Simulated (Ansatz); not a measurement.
# BaTiO3 (Pm-3m): a soft mode frozen in, part 2 of 3

Which phase does BaTiO3 (Pm-3m) fall into along its unstable mode, and how much energy does it gain?

Ansatz 0.2.0; DFT PBEsol, scalar-relativistic, plane waves, PAW.

So far. Step 4 (The mode frozen in, largest atomic shift 0.08 Å): The run ends at a pressure of 1.16 GPa, with forces up to 0.13 eV/Å. Step 5 (Energy along the mode, all amplitudes (two of the runs …): The lowest of the steps tried is at 0.08 Å, 1.45 meV/atom below the parent; the bottom of the well need not coincide with a step.

## Step 6: Relaxation from the frozen mode

Starting from the lowest point found, all atoms and the cell are let go, so that strain and other modes of the same symmetry can join in.

input.yaml reads:

```yaml
crystal:
  lattice:
    - [3.9698861529, 0.0, 0.0]
    - [0.0, 3.9698861529, 0.0]
    - [0.0, 0.0, 3.9698861529]
  atoms:
    - { symbol: Ba, position: [0.5, 0.4998062302, 0.5] }
    - { symbol: Ti, position: [0.0, -0.013434813, 0.0] }
    - { symbol: O, position: [0.5, 0.0108533907, 0.0] }
    - { symbol: O, position: [0.0, 0.5201517114, 0.0] }
    - { symbol: O, position: [0.0, 0.0108533907, 0.5] }
kpoints:
  mp_grid: { grid: [8, 8, 8] }
hamiltonian:
  xc: pbesol
scf:
  occupations: { method: fixed }
output:
  forces: true
  stress: true
  eigenvalues: true
relax:
  adjacent_minimum: "off"
  f_tol: 0.002
  max_steps: 120
  cell: { stress_tol: 0.03 }
```

Launch:

```bash
> ansatz run input.yaml --threads 4 --pin off --max-ram 7168MiB --backend cpu --events-out ev --progress --plain --runs-dir out
```

Numbers of over 12 decimals in the logs are rounded to 6 here.

The program printed:

```text
[...]
Crystal: 5 atoms, lattice volume = 62.565 Å³
Basis set: ecut = 420 eV, 1237 PW (Γ), exchange–correlation on 54×54×54 points (8 copies of the dense FFT grid, shifted against one another)
Bands: 25, of which v1, the nominal top of the filled ones, is band 20 counted from 1 (19 counted from 0)
Symmetry: 8 space group operations
[...]
k-points: 75 of 512 (time reversal used)
[...]
SCF iter   1: F=—  HF=-10027.503188 eV  |F-HF|=—  |Δ(HF+E_count)|=         —  Δρ=1.70e-2  dr2=1.54e-1  ethr=1.77e-3  ⟨swp⟩=4.4  Hψ=7936  notcnv=0  defer=159
[...]
SCF iter   8: F=-10027.469761 eV  HF=-10027.469761 eV  |F-HF|=6.69e-8  |Δ(HF+E_count)|=   2.08e-7  Δρ=1.24e-5  dr2=9.02e-8  ethr=2.50e-10  ⟨swp⟩=10.0  Hψ=11500  notcnv=0
SCF 1 converged in 8 iterations: F = -10027.469761 eV  dr2 = 9.02e-8
[...]
relax step   1: F+E_penalty+E_count = -10027.46976135 eV  Δ(F+E_penalty+E_count) = +0.000e0 eV  max|allowed force component| = 1.328e-1 eV/Å  Δτ_max = 0.0000 Å  P = +1.155 GPa  Ω = 62.565 Å³  (8 SCF iters, dr2 threshold 1.00e-7 eV, accepted)
Crystal: 5 atoms, lattice volume = 62.975 Å³
[...]
iter 1 solved again at ethr=1.56e-6 eV; its pass at ethr=3.10e-3 eV (dr2=6.25e-4 eV) is discarded
[...]
SCF iter   5: F=-10027.472832 eV  HF=-10027.472832 eV  |F-HF|=1.55e-7  |Δ(HF+E_count)|=   1.08e-7  Δρ=2.83e-5  dr2=4.52e-7  ethr=1.25e-9  ⟨swp⟩=8.7  Hψ=11569  notcnv=0
SCF 2 converged in 5 iterations: F = -10027.472832 eV  dr2 = 4.52e-7
relax step   2: F+E_penalty+E_count = -10027.47283171 eV  Δ(F+E_penalty+E_count) = -3.070e-3 eV  max|allowed force component| = 5.140e-2 eV/Å  Δτ_max = 0.0083 Å  P = -0.055 GPa  Ω = 62.975 Å³  energy of the carried Pulay correction = -1.552e-3 eV  (5 SCF iters, dr2 threshold 5.00e-7 eV, accepted)
Crystal: 5 atoms, lattice volume = 63.027 Å³
Basis set: ecut = 420 eV, 1221 PW (Γ), exchange–correlation on 54×54×54 points (8 copies of the dense FFT grid, shifted against one another)
[...]
SCF iter   6: F=-10027.473993 eV  HF=-10027.473993 eV  |F-HF|=1.42e-8  |Δ(HF+E_count)|=   2.35e-7  Δρ=1.29e-5  dr2=9.34e-8  ethr=1.25e-9  ⟨swp⟩=8.7  Hψ=11459  notcnv=0
SCF 3 converged in 6 iterations: F = -10027.473993 eV  dr2 = 9.34e-8
relax step   3: F+E_penalty+E_count = -10027.47399333 eV  Δ(F+E_penalty+E_count) = -1.162e-3 eV  max|allowed force component| = 1.167e-1 eV/Å  Δτ_max = 0.0066 Å  P = -0.194 GPa  Ω = 63.027 Å³  energy of the carried Pulay correction = -1.751e-3 eV  (6 SCF iters, dr2 threshold 5.00e-7 eV, accepted)
[...]
relax step   4: F+E_penalty+E_count = -10027.47455464 eV  Δ(F+E_penalty+E_count) = -5.613e-4 eV  max|allowed force component| = 1.093e-1 eV/Å  Δτ_max = 0.0078 Å  P = -0.088 GPa  Ω = 63.031 Å³  energy of the carried Pulay correction = -1.765e-3 eV  (6 SCF iters, dr2 threshold 5.00e-7 eV, accepted)
[...]
relax step   5: F+E_penalty+E_count = -10027.47416152 eV  Δ(F+E_penalty+E_count) = +3.931e-4 eV  max|allowed force component| = 1.327e-2 eV/Å  Δτ_max = 0.0218 Å  P = -0.294 GPa  Ω = 63.386 Å³  energy of the carried Pulay correction = -3.103e-3 eV  (6 SCF iters, dr2 threshold 5.00e-7 eV, accepted)
[...]
relax step   6: F+E_penalty+E_count = -10027.47524042 eV  Δ(F+E_penalty+E_count) = -1.079e-3 eV  max|allowed force component| = 1.345e-2 eV/Å  Δτ_max = 0.0067 Å  P = -0.008 GPa  Ω = 63.185 Å³  energy of the carried Pulay correction = -2.346e-3 eV  (6 SCF iters, dr2 threshold 3.18e-7 eV, accepted)
[...]
relax step   7: F+E_penalty+E_count = -10027.47521471 eV  Δ(F+E_penalty+E_count) = +2.570e-5 eV  max|allowed force component| = 7.789e-4 eV/Å  Δτ_max = 0.0010 Å  P = -0.002 GPa  Ω = 63.195 Å³  energy of the carried Pulay correction = -2.382e-3 eV  (5 SCF iters, dr2 threshold 1.13e-8 eV, accepted)
[...]
relax step   8: F+E_penalty+E_count = -10027.47841004 eV  Δ(F+E_penalty+E_count) = -3.195e-3 eV  max|allowed force component| = 9.596e-4 eV/Å  Δτ_max = 0.0000 Å  P = +0.080 GPa  Ω = 63.195 Å³  stress off target by 2.03e-1 GPa  SCF on the basis re-selected at this cell (its energy is not comparable with the rows above)  (8 SCF iters)
[...]
relax step   9: F+E_penalty+E_count = -10027.47822605 eV  Δ(F+E_penalty+E_count) = +1.840e-4 eV  max|allowed force component| = 1.861e-3 eV/Å  Δτ_max = 0.0024 Å  P = -0.005 GPa  Ω = 63.262 Å³  energy of the carried Pulay correction = -2.531e-4 eV  (5 SCF iters, dr2 threshold 1.03e-7 eV, accepted)
Basis set: ecut = 420 eV, 1229 PW (Γ), exchange–correlation on 54×60×54 points (8 copies of the dense FFT grid, shifted against one another)
[...]
SCF iter   7: F=-10027.478538 eV  HF=-10027.478538 eV  |F-HF|=1.09e-11  |Δ(HF+E_count)|=  8.00e-11  Δρ=2.05e-7  dr2=1.67e-11  ethr=1.00e-12  ⟨swp⟩=11.5  Hψ=13957  notcnv=0
SCF 10 converged in 7 iterations: F = -10027.478538 eV  dr2 = 1.67e-11
relax step  10: F+E_penalty+E_count = -10027.47853832 eV  Δ(F+E_penalty+E_count) = -3.123e-4 eV  max|allowed force component| = 1.840e-3 eV/Å  Δτ_max = 0.0000 Å  P = -0.001 GPa  Ω = 63.262 Å³  stress off target by 1.37e-2 GPa  SCF on the basis re-selected at this cell (its energy is not comparable with the rows above)  (7 SCF iters)
[...]
SCF converged after 7 iterations
Free energy (F): -10027.478538 eV
[...]
Internal energy: -10027.478538 eV  (E = F + TS)
E sigma→0 (E₀):  -10027.478538 eV
Fermi energy:    10.452166 eV
[...]
--- Forces (eV/Å), atoms counted from 1 ---
  atom   1  Ba    -0.00000000    -0.00145183     0.00000000
  atom   2  Ti     0.00000000    -0.00183929     0.00000000
  atom   3  O      0.00000000     0.00184018     0.00000000
  atom   4  O      0.00000000    -0.00039006     0.00000000
  atom   5  O     -0.00000000     0.00184018     0.00000000
  max |Σ_I F_I| component: 8.09e-7 eV/Å
--- Stress (GPa, compression-positive) ---
       -0.008762       0.000000       0.000000
        0.000000       0.013739       0.000000
        0.000000       0.000000      -0.008762
  P = ⅓ Tr σ = -0.0013 GPa (-0.013 kbar)
--- Band table (eV; the first three rows and the last of 75) ---
  k-point 0: bands = [... 16 lower, 9.1620, 10.0002, 10.0854, 10.0854, 12.3005, 12.6728, 12.6728, 14.7316, ... 1 higher]
  k-point 1: bands = [... 16 lower, 9.0831, 9.6921, 9.9212, 10.0389, 12.6112, 12.7056, 12.8072, 14.8089, ... 1 higher]
  k-point 2: bands = [... 16 lower, 8.8243, 9.1713, 9.6275, 9.7778, 12.7156, 13.3046, 13.3255, 14.8068, ... 1 higher]
  k-point 74: bands = [... 16 lower, 8.0138, 10.2338, 10.2338, 10.4522, 14.7707, 14.7707, 14.8188, 16.9633, ... 1 higher]
--- Relaxed structure (8 steps of the walk, 8 accepted, 2 SCFs on fresh bases) ---
  F+E_penalty+E_count = -10027.47853832 eV   max|allowed force component| = 1.840e-3 eV/Å   (the final SCF, on the basis selected at the relaxed cell)
  cell:  # Å, volume = 63.2617 Å³
    - [3.955876, 0, 0.0]
    - [0, 4.042550, 0.0]
    - [0.0, 0.0, 3.955876]
  atoms:
    - { symbol: Ba, position: [0.5, 0.495287, 0.5] }
    - { symbol: Ti, position: [0, -0.019907, 0.0] }
    - { symbol: O, position: [0.5, 0.014063, 0.0] }
    - { symbol: O, position: [0, 0.524723, 0.0] }
    - { symbol: O, position: [0, 0.014063, 0.5] }
```

Run time: 75 s. Hardware: 4 threads of Arm Neoverse N1, shared host; peak memory 0.5 GiB; 4.7 min of CPU time.

The steps of the relaxation:

| step | energy less that of the first step (eV) | largest force component (eV/Å) | pressure (GPa) | volume (Å³) |
| --- | --- | --- | --- | --- |
| 1 | 0.0000 | 0.1328 | 1.16 | 62.57 |
| 2 | -0.0031 | 0.0514 | -0.05 | 62.97 |
| 3 | -0.0042 | 0.1167 | -0.19 | 63.03 |
| 4 | -0.0048 | 0.1093 | -0.09 | 63.03 |
| 5 | -0.0044 | 0.0133 | -0.29 | 63.39 |
| 6 | -0.0055 | 0.0134 | -0.01 | 63.19 |
| 7 | -0.0055 | 0.0008 | 0.00 | 63.19 |
| 8* | -0.0086 | 0.0010 | 0.08 | 63.19 |
| 9 | -0.0085 | 0.0019 | 0.00 | 63.26 |
| 10* | -0.0088 | 0.0018 | 0.00 | 63.26 |

Relaxation steps marked * repeat the geometry before them on a plane-wave basis chosen anew for their cell, so energy and pressure can jump there.

The run keeps the 8 symmetry operations that it works with, so distortions that break them were not tested.

| conventional cell, symmetrised | before | after | change |
| --- | --- | --- | --- |
| a (Å) | 3.970 | 3.956 | -0.4 % |
| b (Å) | 3.970 | 3.956 | -0.4 % |
| c (Å) | 3.970 | 4.043 | +1.8 % |
| volume (Å³/atom) | 12.51 | 12.65 | +1.1 % |

The atoms that moved most (Å, as changes of fractional coordinates times the final cell):

| atom | dx | dy | dz | length |
| --- | --- | --- | --- | --- |
| Ti2 | 0.000 | -0.026 | 0.000 | 0.026 |
| O4 | 0.000 | 0.018 | 0.000 | 0.018 |
| Ba1 | 0.000 | -0.018 | 0.000 | 0.018 |
| O3 | 0.000 | 0.013 | 0.000 | 0.013 |
| O5 | 0.000 | 0.013 | 0.000 | 0.013 |

The relaxed structure:

```xyz
5
Lattice="3.9559 0.0000 0.0000 0.0000 4.0426 0.0000 0.0000 0.0000 3.9559" Properties=species:S:1:pos:R:3 pbc="T T T"
Ba    1.9779    2.0022    1.9779
Ti    0.0000   -0.0805    0.0000
O     1.9779    0.0569    0.0000
O     0.0000    2.1212    0.0000
O     0.0000    0.0569    1.9779
```

This step gave:

```
pressure          : -0.001262 GPa
gap on the k-mesh : 1.848 eV
volume per atom   : 12.65 Å³
```

The distorted start has space group P4mm; the relaxation ends in P4mm.

## Step 7: The new phase in its own primitive cell

The relaxed structure is symmetrised, reduced to its primitive cell and relaxed tightly, as its phonons need.

input.yaml reads:

```yaml
crystal:
  lattice:
    - [3.9558763956, 0.0, 0.0]
    - [0.0, 3.9558763956, 0.0]
    - [0.0, 0.0, 4.0425504507]
  atoms:
    - { symbol: Ba, position: [0.5, 0.5, 0.5047130671] }
    - { symbol: Ti, position: [0.0, 0.0, 0.0199071802] }
    - { symbol: O, position: [0.5, 0.0, 0.9859365674] }
    - { symbol: O, position: [0.0, 0.0, 0.4752767079] }
    - { symbol: O, position: [0.0, 0.5, 0.9859365674] }
kpoints:
  mp_grid: { grid: [6, 6, 6] }
hamiltonian:
  xc: pbesol
scf:
  occupations: { method: fixed }
output:
  forces: true
  stress: true
  eigenvalues: true
relax:
  adjacent_minimum: "off"
  f_tol: 0.001
  max_steps: 60
  cell: { stress_tol: 0.01 }
```

The program printed:

```text
[...]
Crystal: 5 atoms, lattice volume = 63.262 Å³
Basis set: ecut = 420 eV, 1229 PW (Γ), exchange–correlation on 54×54×60 points (8 copies of the dense FFT grid, shifted against one another)
Bands: 25, of which v1, the nominal top of the filled ones, is band 20 counted from 1 (19 counted from 0)
Symmetry: 8 space group operations
[...]
k-points: 40 of 216 (time reversal used)
[...]
--- Relaxed structure (5 steps of the walk, 5 accepted, 1 SCFs on fresh bases) ---
[...]
cell:  # Å, volume = 63.2735 Å³
    - [3.955512, 0, 0]
    - [0, 3.955512, 0.0]
    - [0, 0.0, 4.044051]
  atoms:
    - { symbol: Ba, position: [0.500000, 0.500000, 0.504894] }
    - { symbol: Ti, position: [0, 0, 0.020107] }
    - { symbol: O, position: [0.500000, 0, 0.985815] }
    - { symbol: O, position: [0, 0, 0.475139] }
    - { symbol: O, position: [0, 0.500000, 0.985815] }
[key lines of the parts left out:]
SCF converged after 8 iterations
Free energy (F): -10027.478636 eV
Fermi energy:    10.450916 eV
P = ⅓ Tr σ = -0.0045 GPa (-0.045 kbar)
```

Wall time 25 s (4 threads); peak memory 0.44 GiB; 89 s of CPU time.

Little changed from the start: no atom moved by 0.005 Å and no cell edge by 0.1 %.

This step gave:

- pressure: -0.004486 GPa
- gap on the k-mesh: 1.849 eV
- direct gap on mesh: 2.219 eV

The largest force component left is 0.31 meV/Å and the pressure is -0.004 GPa, within the tolerances set. The cell now holds 12.65 Å³/atom.

(Part 2 of 3 ends here.)

[Logs are printed without paths, hosts, clocks, repeated set-up lines and the standing remarks that a program may print on its own settings, such as how far it seeks lower states.]

[Hosts, paths, dates, database ids (printed as entryN), source tags and the programs' standing remarks are cut or masked in the printed files.]
